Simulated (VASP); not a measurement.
# GdN (Fm-3m) in VASP: further runs

Runs on GdN. Level: PBE+U. Tasks: band structure.

Everything below comes from runs of VASP 6.6.1. Logs are shortened: lines on timing, memory, paths and dates and some standing lists are left out, and cuts for length are marked.

### Step 1. The crystal as given

The structure is cubic, space group Fm-3m (No. 225). The conventional cell has a = 4.998 Å, b = 4.998 Å, c = 4.998 Å, α = 90.00°, β = 90.00°, γ = 90.00°. Around Gd (site symmetry m-3m) lie 6 N at 2.50 Å. N (site symmetry m-3m) has 6 Gd at 2.50 Å as nearest neighbours.

The cell comes from a database or a generator and needn't be the stable form of this composition.

### Step 2. Band structure, PBE+U, collinear spin, ferromagnetic start

INCAR reads:

```
SYSTEM = GdN
PREC = Accurate
ENCUT = 520
EDIFF = 1E-6
ISMEAR = -1
SIGMA = 0.05
LREAL = .FALSE.
LASPH = .TRUE.
NELM = 150
ALGO = Normal
ISIF = 2
LWAVE = .FALSE.
LCHARG = .FALSE.
ISPIN = 2
MAGMOM = 7 0
LORBIT = 11
LMAXMIX = 6
LDAU = .TRUE.
LDAUTYPE = 2
LDAUL = 3 -1
LDAUU = 8 0
LDAUJ = 0 0
LDAUPRINT = 1
GGA = PE
NBANDS = 22
```

KPOINTS reads:

```
Automatic mesh
0
G
  10 10 10
  0 0 0
```

POSCAR reads:

```
GdN
1.0
    0.0000000000      2.4990000000      2.4990000000
    2.4990000000      0.0000000000      2.4990000000
    2.4990000000      2.4990000000      0.0000000000
Gd N
1 1
Direct
    0.0000000000      0.0000000000      0.0000000000
    0.5000000000      0.5000000000      0.5000000000
```

KPOINTS_OPT reads:

```
path GXWKGLUWLK,UX
15
line-mode
reciprocal
 0.0000000000  0.0000000000  0.0000000000  G
 0.5000000000  0.0000000000  0.5000000000  X

 0.5000000000  0.0000000000  0.5000000000  X
 0.5000000000  0.2500000000  0.7500000000  W

 0.5000000000  0.2500000000  0.7500000000  W
 0.3750000000  0.3750000000  0.7500000000  K

 0.3750000000  0.3750000000  0.7500000000  K
 0.0000000000  0.0000000000  0.0000000000  G

 0.0000000000  0.0000000000  0.0000000000  G
 0.5000000000  0.5000000000  0.5000000000  L

 0.5000000000  0.5000000000  0.5000000000  L
 0.6250000000  0.2500000000  0.6250000000  U

 0.6250000000  0.2500000000  0.6250000000  U
 0.5000000000  0.2500000000  0.7500000000  W

 0.5000000000  0.2500000000  0.7500000000  W
 0.5000000000  0.5000000000  0.5000000000  L

 0.5000000000  0.5000000000  0.5000000000  L
 0.3750000000  0.3750000000  0.7500000000  K

 0.6250000000  0.2500000000  0.6250000000  U
 0.5000000000  0.0000000000  0.5000000000  X
```

Potentials or basis: VASP PAW PBE potentials, release 64 (Gd, N).

Run with:

```sh
$ cat potpaw_PBE.64/Gd/POTCAR potpaw_PBE.64/N/POTCAR > POTCAR
$ mpirun -np 1 vasp_std > vasp.out
```

OUTCAR:

```text
SYSTEM = GdN
   PREC = Accurate
   ENCUT = 520
   EDIFF = 1E-6
   ISMEAR = -1
   LREAL = .FALSE.
   LASPH = .TRUE.
   NELM = 150
   ISIF = 2
   ISPIN = 2
   LORBIT = 11
   GGA = PE

 ion  position               nearest neighbor table
   1  0.000  0.000  0.000-   2 2.50   2 2.50   2 2.50   2 2.50   2 2.50   2 2.50
   2  0.500  0.500  0.500-   1 2.50   1 2.50   1 2.50   1 2.50   1 2.50   1 2.50

  LATTYP: Found a face centered cubic cell.
 ALAT       =     4.9980000000

  Lattice vectors:

 A1 = (   0.0000000000,   2.4990000000,   2.4990000000)
 A2 = (   2.4990000000,   0.0000000000,   2.4990000000)
 A3 = (   2.4990000000,   2.4990000000,   0.0000000000)

Analysis of symmetry for initial positions (statically):
=====================================================================
 Subroutine PRICEL returns:
 Original cell was already a primitive cell.

 Routine SETGRP: Setting up the symmetry group for a
 face centered cubic supercell.

 Subroutine GETGRP returns: Found 48 space group operations
 (whereof 48 operations were pure point group operations)
 out of a pool of 48 trial point group operations.

The static configuration has the point symmetry O_h .

Analysis of symmetry for dynamics (positions and initial velocities):
=====================================================================
 Subroutine PRICEL returns:
 Original cell was already a primitive cell.

 Routine SETGRP: Setting up the symmetry group for a
 face centered cubic supercell.

 Subroutine GETGRP returns: Found 48 space group operations
 (whereof 48 operations were pure point group operations)
 out of a pool of 48 trial point group operations.

The dynamic configuration has the point symmetry O_h .

Analysis of structural, dynamic, and magnetic symmetry:
=====================================================================
 Subroutine PRICEL returns:
 Original cell was already a primitive cell.

 Routine SETGRP: Setting up the symmetry group for a
 face centered cubic supercell.

 Subroutine GETGRP returns: Found 48 space group operations
 (whereof 48 operations were pure point group operations)
 out of a pool of 48 trial point group operations.

The overall configuration has the point symmetry O_h .

 Subroutine INISYM returns: Found 48 space group operations
 (whereof 48 operations are pure point group operations),
 and found     1 'primitive' translations

----------------------------------------------------------------------------------------

                                     Primitive cell

  volume of cell :      31.2125

  direct lattice vectors                    reciprocal lattice vectors
     0.000000000  2.499000000  2.499000000    -0.200080032  0.200080032  0.200080032
     2.499000000  0.000000000  2.499000000     0.200080032 -0.200080032  0.200080032
     2.499000000  2.499000000  0.000000000     0.200080032  0.200080032 -0.200080032

  length of vectors
     3.534119692  3.534119692  3.534119692     0.346548781  0.346548781  0.346548781

  position of ions in fractional coordinates (direct lattice)
     0.000000000  0.000000000  0.000000000
     0.500000000  0.500000000  0.500000000

  ion indices of the primitive-cell ions
   primitive index   ion index
                 1           1
                 2           2

[... 85 lines left out ...]
   EFERMI =   0.00;   METHOD = LEGACY
   ISMEAR =    -1;   SIGMA  =   0.05  broadening in eV -4-tet -1-fermi 0-gaus
   EFERMI_NEDOS =   21; number of points for ismear=-14 and -15
   IALGO  =     38    algorithm
   IMIX   =      4    mixing-type and parameters
     AMIX     =   0.40;   BMIX     =  1.00
     AMIX_MAG =   1.60;   BMIX_MAG =  1.00
  volume/ion in A,a.u.               =      15.61       105.32
  Fermi-wavevector in a.u.,A,eV,Ry     =   1.478681  2.794302 29.749109  2.186498
  Thomas-Fermi vector in A             =   2.592932
   LORBIT       =     11    0 simple, 1 ext, 2 COOP (PROOUT), +10 PAW based schemes
 LDA+U is selected, type is set to LDAUTYPE =  2
   angular momentum for each species LDAUL =     3   -1
   U (eV)           for each species LDAUU =   8.0  0.0
   J (eV)           for each species LDAUJ =   0.0  0.0
   GGA     = PE    functional components
   LHFCALC =     F    Hartree Fock is set to
   AEXX    =    0.0000 exact exchange contribution
   IVDW    =     0    specifies the selected vdW correction
   LEPSILON=     F    determine dielectric tensor
   LRPA    =     F    only Hartree local field effects (RPA)
 spin polarized calculation
  energy-cutoff  :      520.00
  volume of cell :       31.21
 maximum number of plane-waves:       869
 NGX is ok and might be reduce to    28
   NGX = 13   NGY = 13   NGZ = 13

atom =   1  type =  1  l = 3

 onsite density matrix

spin component  1

  0.9927  0.0000  0.0012 -0.0000  0.0000  0.0000  0.0000
  0.0000  0.9899 -0.0000  0.0000  0.0000 -0.0000  0.0000
  0.0012 -0.0000  0.9921  0.0000 -0.0000  0.0000  0.0000
[... 22 lines left out ...]
  o =  0.0084  v =  0.0000  0.0000  0.0000  0.0000  0.0000  0.0000  0.0000  0.0000  0.0000  0.0000  0.0003 -0.6124 -0.0000  0.7906      0.0000  0.0000  0.0000  0.0000  0.0000  0.0000  0.0000  0.0000  0.0000  0.0000  0.0000  0.0000  0.0000  0.0000
  o =  0.0084  v =  0.0000  0.0000  0.0000  0.0000  0.0000  0.0000  0.0000  0.7906  0.0000  0.6124  0.0000  0.0000 -0.0000 -0.0000      0.0000  0.0000  0.0000  0.0000  0.0000  0.0000  0.0000  0.0000  0.0000  0.0000  0.0000  0.0000  0.0000  0.0000
  o =  0.9899  v =  0.0000  1.0000 -0.0000  0.0000 -0.0000  0.0000  0.0000  0.0000  0.0000  0.0000  0.0000  0.0000  0.0000  0.0000      0.0000  0.0000  0.0000  0.0000  0.0000  0.0000  0.0000  0.0000  0.0000  0.0000  0.0000  0.0000  0.0000  0.0000
  o =  0.9912  v =  0.0000  0.0000  0.0000  0.0000  0.0396 -0.9987  0.0306  0.0000  0.0000  0.0000  0.0000  0.0000  0.0000  0.0000      0.0000  0.0000  0.0000  0.0000  0.0000  0.0000  0.0000  0.0000  0.0000  0.0000  0.0000  0.0000  0.0000  0.0000
  o =  0.9912  v = -0.6124  0.0000  0.7906 -0.0000  0.0000  0.0000  0.0000  0.0000  0.0000  0.0000  0.0000  0.0000  0.0000  0.0000      0.0000  0.0000  0.0000  0.0000  0.0000  0.0000  0.0000  0.0000  0.0000  0.0000  0.0000  0.0000  0.0000  0.0000
  o =  0.9912  v =  0.0000  0.0000 -0.0000 -0.0000  0.7896  0.0500  0.6116  0.0000  0.0000  0.0000  0.0000  0.0000  0.0000  0.0000      0.0000  0.0000  0.0000  0.0000  0.0000  0.0000  0.0000  0.0000  0.0000  0.0000  0.0000  0.0000  0.0000  0.0000
  o =  0.9936  v =  0.0000 -0.0000 -0.0000 -0.0111 -0.6123 -0.0000  0.7905  0.0000  0.0000  0.0000  0.0000  0.0000  0.0000  0.0000      0.0000  0.0000  0.0000  0.0000  0.0000  0.0000  0.0000  0.0000  0.0000  0.0000  0.0000  0.0000  0.0000  0.0000
  o =  0.9936  v = -0.7906 -0.0000 -0.6124  0.0000 -0.0000 -0.0000 -0.0000  0.0000  0.0000  0.0000  0.0000  0.0000  0.0000  0.0000      0.0000  0.0000  0.0000  0.0000  0.0000  0.0000  0.0000  0.0000  0.0000  0.0000  0.0000  0.0000  0.0000  0.0000
  o =  0.9936  v =  0.0000  0.0000 -0.0000 -0.9999  0.0068 -0.0000 -0.0088  0.0000  0.0000  0.0000  0.0000  0.0000  0.0000  0.0000      0.0000  0.0000  0.0000  0.0000  0.0000  0.0000  0.0000  0.0000  0.0000  0.0000  0.0000  0.0000  0.0000  0.0000

 number of electron      23.0000005 magnetization       7.0000291

 Free energy of the ion-electron system (eV)
  ---------------------------------------------------
  ext. energy  EPLUGINS =         0.00000000
  ---------------------------------------------------
  free energy    TOTEN  =       -22.71774742 eV

  energy without entropy =      -22.71700442  energy(sigma->0) =      -22.71737592

 E-fermi :   3.7097     XC(G=0): -11.5398

 val. band max:        3.6775829041   @ k =   0.1000   0.1000   0.0000
 cond. band min:       3.9094187328   @ k =   0.0000   0.0000   0.0000
 fundamental gap:      0.2318358287
 Fermi energy:         3.7096997205

 spin component 1

 k-point     1 :       0.0000    0.0000    0.0000
  band No.  band energies     occupation
      1     -39.9563      1.00000
      2     -16.9515      1.00000
      3     -16.9515      1.00000
      4     -16.9515      1.00000
      5      -9.0674      1.00000
      6      -3.4737      1.00000
[... 1193 lines left out ...]
     21      14.5726      0.00000
     22      18.0542      0.00000

 [... further k-points ...]

------------------------ aborting loop because EDIFF is reached ----------------------------------------

  FORCE on cell =-STRESS in cart. coord.  units (eV):
  Direction    XX          YY          ZZ          XY          YZ          ZX
  --------------------------------------------------------------------------------------
  -------------------------------------------------------------------------------------
  Total        0.2109515      0.2109515      0.2109515      0.0000000     -0.0000000      0.0000000
  in kB       10.8284042     10.8284042     10.8284042      0.0000000     -0.0000000      0.0000000
  external PRESSURE =      10.8284042 kB  Pullay stress =       0.0000000 kB

 VOLUME and BASIS-vectors are now :
 -----------------------------------------------------------------------------
  energy-cutoff  :      520.00
  volume of cell :       31.21
      direct lattice vectors                 reciprocal lattice vectors
     0.000000000  2.499000000  2.499000000    -0.200080032  0.200080032  0.200080032
     2.499000000  0.000000000  2.499000000     0.200080032 -0.200080032  0.200080032
     2.499000000  2.499000000  0.000000000     0.200080032  0.200080032 -0.200080032

 POSITION                                       TOTAL-FORCE (eV/Angst)
 -----------------------------------------------------------------------------------
      0.00000      0.00000      0.00000         0.000000     -0.000000      0.000000
      2.49900      2.49900      2.49900        -0.000000      0.000000     -0.000000
 -----------------------------------------------------------------------------------
    total drift:                                0.000000      0.000000      0.000000

  FREE ENERGIE OF THE ION-ELECTRON SYSTEM (eV)
  ---------------------------------------------------
  free  energy   TOTEN  =       -22.7177474215 eV

  energy  without entropy=      -22.7170044197  energy(sigma->0) =      -22.71737592

 total charge

# of ion       s       p       d       f       tot
--------------------------------------------------
    1        2.035   5.669   0.540   6.971  15.214
    2        1.248   2.387   0.000   0.000   3.636
--------------------------------------------------
tot          3.283   8.056   0.540   6.971  18.850

 magnetization (x)

# of ion       s       p       d       f       tot
--------------------------------------------------
    1       -0.006  -0.087   0.068   6.906   6.881
    2       -0.009  -0.107   0.000   0.000  -0.116
--------------------------------------------------
tot         -0.015  -0.194   0.068   6.906   6.764
```

It took 2 min on 1 thread of Intel Xeon 6975P-C (Granite Rapids), shared host; peak memory 0.26 GiB.

Results:

| Quantity | Value |
| --- | --- |
| Free energy | -22.7177 eV |
| Pressure | 1.1 GPa |
| Band gap along the path | none (metal or under the smearing width) |
| Net moment | 7.00 μB per cell |
| Site moments | Gd +6.88; N -0.12 μB |
| Valence electrons inside the program's atomic spheres | Gd 15.21; N 3.64 |

Levels at the corners of the path, in eV from the Fermi level:
Spin up:
| point | band 13 | band 14 | band 15 | band 16 | band 17 | band 18 |
| --- | --- | --- | --- | --- | --- | --- |
| Γ | 0.20 | 0.20 | 0.20 | 2.66 | 2.66 | 2.66 |
| X | -1.24 | -0.27 | -0.17 | -0.17 | 6.61 | 6.65 |
| X | -1.24 | -0.27 | -0.17 | -0.17 | 6.61 | 6.65 |
| W | -2.12 | -1.41 | -1.41 | 3.65 | 3.65 | 6.89 |
| W | -2.12 | -1.41 | -1.41 | 3.65 | 3.65 | 6.89 |
| K | -2.16 | -1.40 | -1.23 | 2.10 | 5.89 | 6.74 |
| K | -2.16 | -1.40 | -1.23 | 2.10 | 5.89 | 6.74 |
| Γ | 0.20 | 0.20 | 0.20 | 2.66 | 2.66 | 2.66 |
| Γ | 0.20 | 0.20 | 0.20 | 2.66 | 2.66 | 2.66 |
| L | -4.14 | -2.33 | -2.33 | 5.28 | 5.99 | 5.99 |
| L | -4.14 | -2.33 | -2.33 | 5.28 | 5.99 | 5.99 |
| U | -2.16 | -1.40 | -1.23 | 2.10 | 5.89 | 6.74 |
| U | -2.16 | -1.40 | -1.23 | 2.10 | 5.89 | 6.74 |
| W | -2.12 | -1.41 | -1.41 | 3.65 | 3.65 | 6.89 |
| W | -2.12 | -1.41 | -1.41 | 3.65 | 3.65 | 6.89 |
| L | -4.14 | -2.33 | -2.33 | 5.28 | 5.99 | 5.99 |
| L | -4.14 | -2.33 | -2.33 | 5.28 | 5.99 | 5.99 |
| K | -2.16 | -1.40 | -1.23 | 2.10 | 5.89 | 6.74 |
| U | -2.16 | -1.40 | -1.23 | 2.10 | 5.89 | 6.74 |
| X | -1.24 | -0.27 | -0.17 | -0.17 | 6.61 | 6.65 |
Spin down:
```csv
point,band 5,band 6,band 7,band 8,band 9,band 10,band 11,band 12
Γ,-12.83,-0.26,-0.26,-0.26,3.46,3.46,3.46,3.85
X,-12.54,-0.95,-0.37,-0.37,0.37,5.90,5.98,6.10
X,-12.54,-0.95,-0.37,-0.37,0.37,5.90,5.98,6.10
W,-11.92,-2.17,-1.14,-1.14,3.82,3.82,6.03,6.03
W,-11.92,-2.17,-1.14,-1.14,3.82,3.82,6.03,6.03
K,-11.97,-2.00,-1.27,-1.12,2.44,5.47,5.85,6.05
K,-11.97,-2.00,-1.27,-1.12,2.44,5.47,5.85,6.05
Γ,-12.83,-0.26,-0.26,-0.26,3.46,3.46,3.46,3.85
Γ,-12.83,-0.26,-0.26,-0.26,3.46,3.46,3.46,3.85
L,-10.92,-3.91,-2.25,-2.25,5.27,5.78,5.86,5.86
L,-10.92,-3.91,-2.25,-2.25,5.27,5.78,5.86,5.86
U,-11.97,-2.00,-1.27,-1.12,2.44,5.47,5.85,6.05
U,-11.97,-2.00,-1.27,-1.12,2.44,5.47,5.85,6.05
W,-11.92,-2.17,-1.14,-1.14,3.82,3.82,6.03,6.03
W,-11.92,-2.17,-1.14,-1.14,3.82,3.82,6.03,6.03
L,-10.92,-3.91,-2.25,-2.25,5.27,5.78,5.86,5.86
L,-10.92,-3.91,-2.25,-2.25,5.27,5.78,5.86,5.86
K,-11.97,-2.00,-1.27,-1.12,2.44,5.47,5.85,6.05
U,-11.97,-2.00,-1.27,-1.12,2.44,5.47,5.85,6.05
X,-12.54,-0.95,-0.37,-0.37,0.37,5.90,5.98,6.10
```

Eigenvalues of the final occupation matrices:
| site | spin | trace | eigenvalues |
| --- | --- | --- | --- |
| site 1 f | 1 | 6.94 | 0.99 0.99 0.99 0.99 0.99 0.99 0.99 |
| site 1 f | 2 | 0.03 | 0.00 0.00 0.00 0.00 0.01 0.01 0.01 |

Caveat: spin-orbit coupling is left out, which moves the levels of the heavy elements; a cell with one magnetic atom can't hold antiferromagnetic order, which such compounds often take.

### Step 3. Band structure, PBE+U, collinear spin, ferromagnetic start

INCAR, as its differences from that of step 2:

```diff
@@ -20,3 +20,3 @@
 LDAUL = 3 -1
-LDAUU = 8 0
+LDAUU = 10 0
 LDAUJ = 0 0
```

KPOINTS is that of step 2.

POSCAR is that of step 2.

KPOINTS_OPT is that of step 2.

Potentials or basis: VASP PAW PBE potentials, release 64 (Gd, N).

Run with:

```sh
$ cat potpaw_PBE.64/Gd/POTCAR potpaw_PBE.64/N/POTCAR > POTCAR
$ mpirun -np 1 vasp_std > vasp.out
```

Run time: 2 min. Hardware: 1 thread of Intel Xeon 6975P-C (Granite Rapids), shared host; peak memory 0.27 GiB.

Results (log left out):

* Free energy: -22.6342 eV
* Pressure: 1.5 GPa
* Band gap along the path: none (metal or under the smearing width)
* Net moment: 7.00 μB per cell
* Site moments: Gd +6.89; N -0.12 μB
* Valence electrons inside the program's atomic spheres: Gd 15.22; N 3.64

Levels at the corners of the path, in eV from the Fermi level:
Spin up:
| point | band 12 | band 13 | band 14 | band 15 | band 16 | band 17 | band 18 | band 19 |
| --- | --- | --- | --- | --- | --- | --- | --- | --- |
| Γ | -7.91 | 0.18 | 0.18 | 0.18 | 2.69 | 2.69 | 2.69 | 3.40 |
| X | -7.94 | -1.21 | -0.24 | -0.17 | -0.17 | 6.63 | 6.68 | 7.71 |
| X | -7.94 | -1.21 | -0.24 | -0.17 | -0.17 | 6.63 | 6.68 | 7.71 |
| W | -7.92 | -2.11 | -1.38 | -1.38 | 3.66 | 3.66 | 6.91 | 7.72 |
| W | -7.92 | -2.11 | -1.38 | -1.38 | 3.66 | 3.66 | 6.91 | 7.72 |
| K | -7.94 | -2.15 | -1.37 | -1.22 | 2.11 | 5.91 | 6.76 | 7.35 |
| K | -7.94 | -2.15 | -1.37 | -1.22 | 2.11 | 5.91 | 6.76 | 7.35 |
| Γ | -7.91 | 0.18 | 0.18 | 0.18 | 2.69 | 2.69 | 2.69 | 3.40 |
| Γ | -7.91 | 0.18 | 0.18 | 0.18 | 2.69 | 2.69 | 2.69 | 3.40 |
| L | -7.83 | -4.12 | -2.30 | -2.30 | 5.31 | 6.02 | 6.02 | 6.61 |
| L | -7.83 | -4.12 | -2.30 | -2.30 | 5.31 | 6.02 | 6.02 | 6.61 |
| U | -7.94 | -2.15 | -1.37 | -1.22 | 2.11 | 5.91 | 6.76 | 7.35 |
| U | -7.94 | -2.15 | -1.37 | -1.22 | 2.11 | 5.91 | 6.76 | 7.35 |
| W | -7.92 | -2.11 | -1.38 | -1.38 | 3.66 | 3.66 | 6.91 | 7.72 |
| W | -7.92 | -2.11 | -1.38 | -1.38 | 3.66 | 3.66 | 6.91 | 7.72 |
| L | -7.83 | -4.12 | -2.30 | -2.30 | 5.31 | 6.02 | 6.02 | 6.61 |
| L | -7.83 | -4.12 | -2.30 | -2.30 | 5.31 | 6.02 | 6.02 | 6.61 |
| K | -7.94 | -2.15 | -1.37 | -1.22 | 2.11 | 5.91 | 6.76 | 7.35 |
| U | -7.94 | -2.15 | -1.37 | -1.22 | 2.11 | 5.91 | 6.76 | 7.35 |
| X | -7.94 | -1.21 | -0.24 | -0.17 | -0.17 | 6.63 | 6.68 | 7.71 |
Spin down:
| point | band 6 | band 7 | band 8 | band 9 | band 10 | band 11 |
| --- | --- | --- | --- | --- | --- | --- |
| Γ | -0.18 | -0.18 | -0.18 | 3.48 | 3.48 | 3.48 |
| X | -0.92 | -0.31 | -0.31 | 0.39 | 6.84 | 7.00 |
| X | -0.92 | -0.31 | -0.31 | 0.39 | 6.84 | 7.00 |
| W | -2.13 | -1.11 | -1.11 | 3.96 | 3.96 | 7.04 |
| W | -2.13 | -1.11 | -1.11 | 3.96 | 3.96 | 7.04 |
| K | -1.97 | -1.23 | -1.09 | 2.51 | 5.98 | 6.72 |
| K | -1.97 | -1.23 | -1.09 | 2.51 | 5.98 | 6.72 |
| Γ | -0.18 | -0.18 | -0.18 | 3.48 | 3.48 | 3.48 |
| Γ | -0.18 | -0.18 | -0.18 | 3.48 | 3.48 | 3.48 |
| L | -3.89 | -2.22 | -2.22 | 5.80 | 5.90 | 6.83 |
| L | -3.89 | -2.22 | -2.22 | 5.80 | 5.90 | 6.83 |
| U | -1.97 | -1.23 | -1.09 | 2.51 | 5.98 | 6.72 |
| U | -1.97 | -1.23 | -1.09 | 2.51 | 5.98 | 6.72 |
| W | -2.13 | -1.11 | -1.11 | 3.96 | 3.96 | 7.04 |
| W | -2.13 | -1.11 | -1.11 | 3.96 | 3.96 | 7.04 |
| L | -3.89 | -2.22 | -2.22 | 5.80 | 5.90 | 6.83 |
| L | -3.89 | -2.22 | -2.22 | 5.80 | 5.90 | 6.83 |
| K | -1.97 | -1.23 | -1.09 | 2.51 | 5.98 | 6.72 |
| U | -1.97 | -1.23 | -1.09 | 2.51 | 5.98 | 6.72 |
| X | -0.92 | -0.31 | -0.31 | 0.39 | 6.84 | 7.00 |

Eigenvalues of the final occupation matrices:
| site | spin | trace | eigenvalues |
| --- | --- | --- | --- |
| site 1 f | 1 | 6.95 | 0.99 0.99 0.99 0.99 0.99 0.99 0.99 |
| site 1 f | 2 | 0.03 | 0.00 0.00 0.00 0.00 0.01 0.01 0.01 |

Caveat: spin-orbit coupling is left out, which moves the levels of the heavy elements; a cell with one magnetic atom can't hold antiferromagnetic order, which such compounds often take.
